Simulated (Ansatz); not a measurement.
The system is ZrB2.

```
Zr B
1.0
     3.17000    0.00000    0.00000
    -1.58500    2.74530    0.00000
     0.00000    0.00000    3.53300
Zr B
1 2
Direct
  0.00000 0.00000 0.00000
  0.66667 0.33333 0.50000
  0.33333 0.66667 0.50000
```

Base run:

| Item | Value |
| --- | --- |
| Program | Ansatz 0.2.0 |
| Functional | PBEsol |
| Potentials or basis | all-electron LAPW, scalar-relativistic |
| Cutoff | 255 eV (chosen from the basis error) |
| Basis error allowed | 0.002 eV/atom |
| k mesh | 10 × 10 × 8 |
| Occupations | fermi-dirac, width 0.05 eV |
| Spin | no spin polarisation |
| Hubbard terms | Zr d U = 4 eV |

Its results: band gap on the k mesh none (metal or under the smearing width); pressure -0.5 GPa.

Question: The run is repeated on the same cell with these changes: hubbard terms from Zr d U = 4 eV to Zr d U = 8 eV. What comes out?

Answer: Band gap on the k mesh none (metal or under the smearing width); pressure 4.0 GPa.

Caveats: U is the effective U less J, on atomic orbitals that reach past the spheres; U without spin polarisation on a metal has little footing; the U is typed as a test and isn't derived for this compound.
